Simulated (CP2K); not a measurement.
Runs of CP2K 2026.2 on TiSi2. Symmetry: Cmcm, No. 63, orthorhombic system. Conventional cell: a = 3.530 Å, b = 13.519 Å, c = 3.565 Å, α = 90.00°, β = 90.00°, γ = 90.00°. Around Ti (site symmetry m2m) lie 10 Si at 2.58 to 2.81 Å. Si (site symmetry m2m) has 4 Si at 2.51 Å and 4 Ti at 2.66 to 2.67 Å as nearest neighbours. Si (site symmetry m2m) has 2 Si at 2.38 Å and 4 Ti at 2.58 Å as nearest neighbours. The cell comes from a database or a generator and needn't be the stable form of this composition.

```tsv
task	level	potentials or basis	NGRIDS	cutoff of the non-local correlation (Ry)	cutoff radius of the dispersion sum (A)	MPI ranks	gap on the mesh (eV)	pressure (GPa)	V0 of scaled cells (Å³/atom)	B0 (GPa)	largest force (eV/Å)
single point	PBE+rVV10	POTENTIAL_UZH Ti GTH-PBE-q12, Si GTH-PBE-q4; DZVP-MOLOPT-PBE-GTH basis	5	150 Ry	-	-	none	0.6	-	-	0.20
single point	PBE	POTENTIAL_UZH Ti GTH-PBE-q12, Si GTH-PBE-q4; DZVP-MOLOPT-PBE-GTH basis	5	-	-	-	none	1.2	-	-	0.18
single point	PBE+D3(BJ)	POTENTIAL_UZH Ti GTH-PBE-q12, Si GTH-PBE-q4; DZVP-MOLOPT-PBE-GTH basis	5	-	20	-	none	-5.0	-	-	0.17
single point	PBE+D3	POTENTIAL_UZH Ti GTH-PBE-q12, Si GTH-PBE-q4; DZVP-MOLOPT-PBE-GTH basis	5	-	20	-	none	-3.6	-	-	0.19
single point	PBE	POTENTIAL_UZH Ti GTH-PBE-q12, Si GTH-PBE-q4; TZVP-MOLOPT-PBE-GTH basis	4	-	-	-	none	(a)	-	-	0.23
single point	PBEsol	POTENTIAL_UZH Ti GTH-PBE-q12, Si GTH-PBE-q4; TZVP-MOLOPT-PBE-GTH basis	5	-	-	3	none	-1.1	-	-	0.31
single point	PBE+D2	POTENTIAL_UZH Ti GTH-PBE-q12, Si GTH-PBE-q4; DZVP-MOLOPT-PBE-GTH basis	5	-	20	-	none	-1.9	-	-	0.06
equation of state	PBE	POTENTIAL_UZH Ti GTH-PBE-q12, Si GTH-PBE-q4; TZVP-MOLOPT-PBE-GTH basis	4	-	-	-	-	-	14.34	138	-
equation of state	PBEsol	POTENTIAL_UZH Ti GTH-PBE-q12, Si GTH-PBE-q4; TZVP-MOLOPT-PBE-GTH basis	5	-	-	-	-	-	14.07	147	-
single point	PBE+D4	POTENTIAL_UZH Ti GTH-PBE-q12, Si GTH-PBE-q4; DZVP-MOLOPT-PBE-GTH basis	5	-	20	-	none	(b)	-	-	0.17
single point	PBE+D3(BJ)+ATM	POTENTIAL_UZH Ti GTH-PBE-q12, Si GTH-PBE-q4; DZVP-MOLOPT-PBE-GTH basis	5	-	20	-	none	-4.2	-	-	0.17
```

Alike in all rows: no spin polarisation; cell as given; k mesh 8 × 8 × 8; smearing fermi-dirac 0.05 eV.

Q: Estimate the missing entries.

A: (a) 1.6; (b) -3.1.

Caveats: the basis of atomic orbitals isn't converged, which shifts pressures, moduli and gaps; pairwise dispersion overbinds metals, which lowers pressure and volume (some runs); the potentials were made for another functional, which shifts forces and pressure (some runs); the cell was scaled at fixed shape and fractional positions, which overstates the stiffness of a crystal with free parameters, most of all of layers and chains (some runs).

A k mesh can miss the band edges.

A gap of «none» marks a metal or a gap under the smearing width.

Not every run made on this cell is shown here.
